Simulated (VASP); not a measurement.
A run of VASP 6.6.1 is set up as follows.

The input INCAR:

```
SYSTEM = Ti
ALGO = Fast
EDIFF = 1E-6
ENCUT = 700
GGA = PS
ISIF = 2
ISMEAR = 0
LASPH = .TRUE.
LCHARG = .FALSE.
LREAL = .FALSE.
LWAVE = .FALSE.
NBANDS = 12
NELM = 80
PREC = Accurate
SIGMA = 0.1
```

Contents of KPOINTS:

```
k-points
0
G
  18 18 18
  0 0 0
```

File POSCAR:

```
Ti
1.0
    0.0000000000      2.0262200000      2.0262200000
    2.0262200000      0.0000000000      2.0262200000
    2.0262200000      2.0262200000      0.0000000000
Ti
1
Direct
    0.0000000000      0.0000000000      0.0000000000
```

Potentials or basis: VASP PAW PBE potentials, release 64 (Ti_sv).

Run with:

```console
$ cat potpaw_PBE.64/Ti_sv/POTCAR > POTCAR
$ mpirun -np 1 vasp_std > vasp.out
```

(1) Predict the band gap on the k mesh.

(2) Estimate the pressure.

## Answers

(1) none (metal or under the smearing width).

(2) 0.0 GPa.

Caveat: the PAW data sets were made with another functional, which shifts forces and pressure a little.
